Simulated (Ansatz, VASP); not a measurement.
**One calculation of ZnS, 3 ways**

The starting cell:

```
Zn S
1.0
     0.00000    2.70200    2.70200
     2.70200    0.00000    2.70200
     2.70200    2.70200    0.00000
Zn S
1 1
Direct
  0.75000 0.75000 0.75000
  0.00000 0.00000 0.00000
```

Alike in all runs: task relaxation of cell and atoms; functional PBEsol; dispersion D3(BJ); k mesh 9 × 9 × 9; occupations fermi-dirac, width 0.05 eV; no spin polarisation; no spin-orbit coupling.

| program and potentials | plane-wave cutoff (eV) | notes | equilibrium volume (Å³/atom) |
| --- | --- | --- | --- |
| Ansatz, Ansatz PAW | 420 | potentials made for PBE, which Ansatz adapts in part | 18.69 |
| Ansatz, all-electron LAPW, scalar-relativistic | - | - | 18.69 |
| VASP, PBE PAW files S, Zn, 600 eV | 600 | potentials made for PBE | 18.74 |

The equilibrium volume spans 18.69 (Ansatz, Ansatz PAW) to 18.74 Å³/atom (VASP, PBE PAW files S, Zn, 600 eV), with all-electron results at 18.69. Relaxations stop with a little pressure left, so the last digit of a volume isn't settled.

The functional is the same throughout but for its coding, so the spread measures potentials, basis and numerics; runs on potential files found faulty are left out.
